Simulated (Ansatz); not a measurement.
AlRu: computed properties

Theory: DFT PBE, scalar-relativistic, plane waves, PAW (Ansatz 0.2.0).

Settings: cutoff 420 eV, Γ-centred mesh 14×14×14 on the computed 2-atom cell, Gaussian smearing of 0.10 eV; no spin polarisation.

The structure is relaxed at this level of theory with its symmetry kept. Whether it is the stable form of this composition wasn't checked.

```
CELL_PARAMETERS angstrom
3.00408 0.00000 0.00000
0.00000 3.00408 0.00000
0.00000 0.00000 3.00408
ATOMIC_POSITIONS crystal
Al 0.00000 0.00000 0.00000
Ru 0.50000 0.50000 0.50000
```

Q: Formation energy from the elements' standard states (uncorrected)?

A: -0.634 eV/atom.

Q: Density of states at the Fermi level?

A: 1.67 states/eV per cell.

Q: Löwdin character within 0.5 eV of the Fermi level?

A: Ru 4d 84 %, Al 3p 11 %.

Q: Bulk modulus?

A: 203 GPa.

Q: Its pressure derivative?

A: 4.4.

Q: Bader charges (e)?

A: Al (1 in the cell) 1.91, Ru (1 in the cell) -1.91.